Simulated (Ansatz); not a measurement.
```cif
data_structure
_symmetry_space_group_name_H-M 'P 1'
_symmetry_Int_Tables_number 1
_cell_length_a 4.4689
_cell_length_b 4.4689
_cell_length_c 4.4689
_cell_angle_alpha 60.000
_cell_angle_beta 60.000
_cell_angle_gamma 60.000
_cell_volume 63.11
loop_
_atom_site_label
_atom_site_type_symbol
_atom_site_fract_x
_atom_site_fract_y
_atom_site_fract_z
_atom_site_occupancy
Ba1 Ba 0.00000 0.00000 0.00000 1
S1 S 0.50000 0.50000 0.50000 1
```

```
orbitals            : PBE
datasets            : hard PAW set made for 700 eV
k mesh              : 4×4×4
empty bands         : 166
response cutoff     : 200 eV
wave cutoff         : 700 eV
frequencies         : contour deformation
q → 0 term          : the completed-sum build's own treatment
band sums           : completed
spin-orbit coupling : off
```

Program: Ansatz. The Kohn-Sham gap (from Γ to k = (0, -0.5, -0.5)) is 2.15 eV and the electronic dielectric constant on this mesh 4.8.

Q: Estimate the linearised G0W0 gap between these edges.

A: 3.59 eV, a change of +1.44 eV. The valence edge moves by -1.31 eV (Z = 0.75) and the conduction edge by +0.13 eV (Z = 0.81).

This ran on a trial build of the method. The cell is a model at fixed atoms and needn't be the relaxed known crystal. Points k are given in fractions of the reciprocal vectors. The mesh is coarse, so these are values at the stated settings, not converged ones. The response is still cut, so the gap isn't quite at its basis limit. The build that completes the sums treats q → 0 its own way, which shifts gaps on a coarse mesh by up to tenths of an eV. The gap is read on the mesh, and the crystal's band edges can lie off it. Meshes this coarse can overestimate the dielectric constant by a tenth and more.
